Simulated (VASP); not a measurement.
Here is a VASP 6.6.1 calculation.

File INCAR:

```
PREC     = Accurate       # precision mode
ENCUT    = 300            # plane-wave cutoff, eV
EDIFF    = 1E-7           # SCF threshold, eV
ISMEAR   = 0              # smearing method
SIGMA    = 0.03           # smearing width, eV
LREAL    = False          # projectors in reciprocal space
LASPH    = True           # aspherical terms in the spheres
NELM     = 80             # most SCF steps
ALGO     = Fast           # electronic algorithm
ISIF     = 2              # what is computed and relaxed
LWAVE    = False          # write WAVECAR
LCHARG   = False          # write CHGCAR
GGA      = PE             # functional
IBRION   = 2              # ionic algorithm
NSW      = 40             # ionic steps
EDIFFG   = -0.01          # ionic threshold
```

Contents of KPOINTS:

```
Automatic mesh
0
Gamma
  4 4 4
```

File POSCAR:

```
NaCl                                    
1.0
    0.0000000000      2.7618114936      2.7618114936
    2.7618114936      0.0000000000      2.7618114936
    2.7618114936      2.7618114936      0.0000000000
  Na              Cl            
     1     1
Direct
     0.0000000000000000    0.0000000000000000    0.0000000000000000
     0.5000000000000000    0.5000000000000000    0.5000000000000000
```

Potentials or basis: VASP PAW PBE potentials, release 64 (Na, Cl).

Command:

```bash
$ cat potpaw_PBE.64/Na/POTCAR potpaw_PBE.64/Cl/POTCAR > POTCAR
$ mpirun -np 1 vasp_std > vasp.out
```

(1) Predict the band gap on the k mesh.

Results:

(1) 5.34 eV, direct.

Caveat: the k mesh is coarse (spacing up to 0.49 Å⁻¹), so the values aren't converged; the relaxation stopped at its first step, so nothing moved.
